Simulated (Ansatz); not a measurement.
**BiTe₄: competing structures**

All numbers below come from DFT PBE, scalar-relativistic, plane waves, PAW (Ansatz). All cells share a 420 eV cutoff and Γ-centred k meshes spaced at most about 0.3 Å⁻¹ (about 0.25 or finer for metals, 2π included). No spin polarisation.

Energies over the elements count from the elements' standard structures at the same level, with no fitted energy shifts.

All energies are static (0 K, no zero-point motion). Only the structures computed here compete, so a lower one can exist. These runs have no spin–orbit coupling, which can matter for Bi and Te. In I4/mmm, Cmmm, Im-3m, P-43m, P6/mmm an odd number of electrons in the primitive cell allows no gap without spin; a larger cell or a magnetic state could open one. The reference form of Te is held partly by dispersion forces, which this level lacks.

Invented guesses were relaxed alike, and ends that match in structure were merged. ΔE counts from the first row. Coordination counts Te atoms around Bi (those within 1.25 times the shortest such distance or 1.15 times the sum of covalent radii). The ends were matched against large subsets of the Crystallography Open Database and the Materials Project, so a missing match doesn't prove that a structure is unreported.

| # | reached from | type and space group | atoms | Å³/atom | coordination | ΔE (meV/atom) | gap on mesh (eV) | in databases |
| --- | --- | --- | --- | --- | --- | --- | --- | --- |
| 1 | PbF4 type (I4/mmm) | I4/mmm (No. 139) | 5 | 35.3 | Bi 6 | 0 | 0.00 | no match |
| 2 | OsCl4 type (Cmmm) | Cmmm (No. 65) | 5 | 34.9 | Bi 6 | 28 | 0.00 | no match |
| 3 | Hg4Pt type (Im-3m) | Im-3m (No. 229) | 5 | 37.7 | Bi 8 | 144 | 0.00 | no match |
| 4 | SnI4 type (P-43m) | P-43m (No. 215) | 5 | 36.9 | Bi 4 | 158 | 0.00 | no match |
| 5 | random cell | P6/mmm (No. 191) | 5 | 43.2 | Bi 2 | 370 | 0.00 | no match |

The lowest: Space group I4/mmm (No. 139), tetragonal, a = 6.135 Å, c = 9.388 Å. Bi is surrounded by 6 Te at 3.07–3.22 Å; around Te on a site of symmetry 4mm lie 1 Te at 2.95 Å, 1 Bi at 3.22 Å and 4 Te at 3.40 Å; Te on a site of symmetry mmm is surrounded by 2 Bi at 3.07 Å and 4 Te at 3.40 Å. Its energy over the elements is +0.20 eV/atom. A positive value: parting into the elements would lower its energy. An observed structure of this formula, if there is one, may be missing.

```
CELL_PARAMETERS angstrom
-3.06745 3.06745 4.69416
3.06745 -3.06745 4.69416
3.06745 3.06745 -4.69416
ATOMIC_POSITIONS crystal
Bi 0.00000 0.00000 0.00000
Te 0.34267 0.34267 0.00000
Te 0.65733 0.65733 0.00000
Te 0.50000 0.00000 0.50000
Te 0.00000 0.50000 0.50000
```

The second: Space group Cmmm (No. 65), orthorhombic, a = 8.155 Å, b = 9.441 Å, c = 4.536 Å. Bi is surrounded by 6 Te at 3.17–3.18 Å; Te on a site of symmetry 2mm is surrounded by 2 Bi at 3.17 Å, 4 Te at 3.31 Å and 1 Te at 3.72 Å; Te on a site of symmetry m2m has 1 Te at 3.08 Å, 1 Bi at 3.18 Å and 4 Te at 3.31 Å. Counting Te atoms around Bi, the first and the second both have Bi 6. The first holds Te–Te pairs (shortest 2.95 Å); in the second the shortest Te–Te distance is 3.08 Å, near bonding range too. Cells relaxed within their symmetry can be saddle points. Some candidate types were left out of the draw beforehand, so a known form may be missing.
